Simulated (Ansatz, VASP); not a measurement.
## One calculation of Ag, two programs

File POSCAR:

```
Ag
1.0
    0.0000000000      2.0427500000      2.0427500000
    2.0427500000      0.0000000000      2.0427500000
    2.0427500000      2.0427500000      0.0000000000
Ag
1
Direct
    0.0000000000      0.0000000000      0.0000000000
```

INCAR.step1

```
ALGO = Normal ; EDIFF = 1E-5
ENCUT = 520 ; GGA = PE
ISIF = 2 ; ISMEAR = -1
LASPH = True ; LCHARG = False
LMAXMIX = 4 ; LREAL = False
LWAVE = True ; NELM = 100
PREC = Accurate ; SIGMA = 0.05
```

INCAR.step2

```
AEXX = 0.25 ; ALGO = Normal
EDIFF = 1E-6 ; ENCUT = 520
GGA = PE ; ISIF = 2
ISMEAR = -1 ; ISTART = 1
LASPH = True ; LCHARG = False
LHFCALC = True ; LMAXMIX = 4
LREAL = False ; LWAVE = False
NELM = 100 ; PREC = Accurate
PRECFOCK = Normal ; SIGMA = 0.05
```

Contents of KPOINTS:

```
k-points
0
Gamma
  6 6 6
```

KPOINTS_OPT

```
path GXWKGLUWLK,UX
10
line-mode
reciprocal
 0.0000000000  0.0000000000  0.0000000000  G
 0.5000000000  0.0000000000  0.5000000000  X

 0.5000000000  0.0000000000  0.5000000000  X
 0.5000000000  0.2500000000  0.7500000000  W

 0.5000000000  0.2500000000  0.7500000000  W
 0.3750000000  0.3750000000  0.7500000000  K

 0.3750000000  0.3750000000  0.7500000000  K
 0.0000000000  0.0000000000  0.0000000000  G

 0.0000000000  0.0000000000  0.0000000000  G
 0.5000000000  0.5000000000  0.5000000000  L

 0.5000000000  0.5000000000  0.5000000000  L
 0.6250000000  0.2500000000  0.6250000000  U

 0.6250000000  0.2500000000  0.6250000000  U
 0.5000000000  0.2500000000  0.7500000000  W

 0.5000000000  0.2500000000  0.7500000000  W
 0.5000000000  0.5000000000  0.5000000000  L

 0.5000000000  0.5000000000  0.5000000000  L
 0.3750000000  0.3750000000  0.7500000000  K

 0.6250000000  0.2500000000  0.6250000000  U
 0.5000000000  0.0000000000  0.5000000000  X
```

input.yaml

```yaml
crystal:
  lattice:
    - [0.0, 2.04275, 2.04275]
    - [2.04275, 0.0, 2.04275]
    - [2.04275, 2.04275, 0.0]
  atoms:
    - { symbol: Ag, position: [0.0, 0.0, 0.0] }
hamiltonian:
  xc: pbe0
  pseudopotentials: { kind: paw }
kpoints:
  mp_grid: { grid: [6, 6, 6] }
scf:
  occupations: { method: fermi_dirac, width: 0.05 }
output:
  forces: true
  stress: true
  eigenvalues: true
```

Alike in both runs: functional PBE0; k mesh 6 × 6 × 6; occupations fermi-dirac, width 0.05 eV; no spin polarisation.

|  | VASP | Ansatz |
| --- | --- | --- |
| version | VASP 6.6.1 | Ansatz 0.2.0 |
| potentials or method | VASP PAW PBE potentials, release 64 (Ag) | Ansatz PAW |
| plane-wave cutoff (eV) | 520 | 420 |
| valence electrons in the cell | 11 | 19 |
| task | band structure | single point |

```tsv
	VASP	Ansatz	Ansatz less VASP
gap on the k mesh at the Fermi level (eV)	none	none	-
pressure (GPa)	4.5	4.6	+0.17
```

A gap of «none» marks a metal or a gap that the smearing closes. With one functional, cell and mesh, what is left measures potentials, basis and numerics. The two sets of potentials don't hold the same shells in valence.

Caveats: the k mesh is coarse (spacing up to 0.44 Å⁻¹), so the values aren't converged, least of all with exact exchange; an unscreened hybrid on a path of extra k points without a Coulomb cutoff has errors near the mesh points, so the bands along the path aren't reliable (VASP); the PAW data sets were made with another functional, which shifts forces and pressure a little (VASP); the PAW data sets come from PBE, with cores solved anew for the run's functional, which leaves a small shift of forces and pressure (Ansatz); the thresholds are loose for stress (Ansatz).
